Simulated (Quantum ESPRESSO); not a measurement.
The system is CuI (Marshite).

```xyz
2
Lattice="0.0000 3.0315 3.0315 3.0315 0.0000 3.0315 3.0315 3.0315 0.0000" Properties=species:S:1:pos:R:3 pbc="T T T"
I     0.0000    0.0000    0.0000
Cu    4.5473    4.5473    4.5473
```

Base run:

```yaml
Program: Quantum ESPRESSO 7.5
Functional: LDA
Potentials_or_basis: GBRV 1.5 LDA
Cutoff: 762 eV
Density_cutoff: 6095 eV
k_mesh: 6 × 6 × 6, shifted
Occupations: fermi-dirac, width 0.05 eV
Spin: no spin polarisation
```

Its results: pressure -4.5 GPa; electronic dielectric tensor (diagonal) 6.69.

After a change of settings the same cell gave: pressure -2.7 GPa; electronic dielectric tensor (diagonal) 6.60. Which change was it?
A. functional from LDA to PBE; potentials or basis from GBRV 1.5 LDA to GBRV 1.5 PBE
B. functional from LDA to PBEsol; potentials or basis from GBRV 1.5 LDA to GBRV 1.5 PBEsol
C. functional from LDA to BLYP; potentials or basis from GBRV 1.5 LDA to GBRV 1.5 PBE

B.

Caveats: the cell is more than 3 GPa from zero pressure, which shifts response properties (some runs).
